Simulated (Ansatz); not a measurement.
**SrO in Ansatz: the effect of functional**

Crystal: SrO.

```xyz
4
Lattice="3.5053 0.0000 0.0000 -1.7526 3.0356 0.0000 0.0000 0.0000 6.1333" Properties=species:S:1:pos:R:3 pbc="T T T"
Sr    1.7526    1.0119    4.6000
Sr    0.0000    2.0238    1.5333
O     0.0000    0.0000    3.0666
O     0.0000    0.0000    0.0000
```

Measurements of this composition are mostly on another form, of space group No. 225.

The cell isn't the ideal one: volume scaled by 0.96.

Alike in all runs:

* Program: Ansatz 0.2.0
* Task: single point
* Potentials or basis: Ansatz PAW
* k mesh: 9 × 9 × 5
* Occupations: fermi-dirac, width 0.05 eV
* Spin: no spin polarisation

Problem. One run gave: gap on the mesh 3.58 eV; pressure 3.5 GPa. Which functional did it use?
A. LDA
B. r2SCAN
C. PBEsol

Solution. B.

```tsv
functional	cutoff	gap on the mesh (eV)	pressure (GPa)
LDA	420 eV (not typed: the program's choice for these potentials)	2.97	-2.2
PBEsol	420 eV (not typed: the program's choice for these potentials)	3.03	1.2
r2SCAN	500 eV (not typed: the program's choice for these potentials)	3.58	3.5
```

Caveats: odd divisions of the mesh miss points on the zone boundary, where band edges often lie, so the gap on the mesh can be too wide; the PAW data sets come from PBE, with cores solved anew for the run's functional, which leaves a small shift of forces and pressure.

A k mesh can miss the band edges.
